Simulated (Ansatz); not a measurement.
# TiO2: the cost of one run

Code: Ansatz 0.2.0. Linear response, PAW datasets, plane waves. No spin polarisation. The prototype was imposed, so other structures may be more stable.

**1. The structure to begin with**

The cell was relaxed beforehand with PBEsol.

It is cubic, Fm-3m (No. 225); conventional cell a = 4.777 Å, 9.09 Å³ an atom. Near Ti stand 8 O at 2.07 Å; near O stand 4 Ti at 2.07 Å.

As a file:

```cif
data_structure
_symmetry_space_group_name_H-M 'Fm-3m'
_symmetry_Int_Tables_number 225
_cell_length_a 4.7773
_cell_length_b 4.7773
_cell_length_c 4.7773
_cell_angle_alpha 90.000
_cell_angle_beta 90.000
_cell_angle_gamma 90.000
_cell_volume 109.03
loop_
_atom_site_label
_atom_site_type_symbol
_atom_site_symmetry_multiplicity
_atom_site_Wyckoff_symbol
_atom_site_fract_x
_atom_site_fract_y
_atom_site_fract_z
_atom_site_occupancy
Ti1 Ti 4 a 0.00000 0.00000 0.00000 1
O1 O 8 c 0.25000 0.75000 0.75000 1
```

**2. Zone-centre modes, PBEsol**

The input, input.yaml:

```yaml
crystal:
  lattice:
    - [0.0, 2.3886669315, 2.3886669315]
    - [2.3886669315, 0.0, 2.3886669315]
    - [2.3886669315, 2.3886669315, 0.0]
  atoms:
    - { symbol: Ti, position: [0.0, 0.0, 0.0] }
    - { symbol: O, position: [0.25, 0.25, 0.25] }
    - { symbol: O, position: [0.75, 0.75, 0.75] }
kpoints:
  mp_grid: { grid: [8, 8, 8] }
hamiltonian:
  xc: pbesol
scf:
  occupations: { method: fixed }
phonons:
  method: dfpt
  dielectric: true
  qpoints: [[0, 0, 0]]
  rigid_motions: translations
```

Run with:

```
> ansatz run input.yaml --threads 2 --pin off --max-ram 2211MiB --backend cpu --events-out ev --progress --plain --runs-dir out
```

What time and memory should one allow on 2 threads of Arm Neoverse V1, shared host?

About 25 s, with a peak of 0.48 GiB.
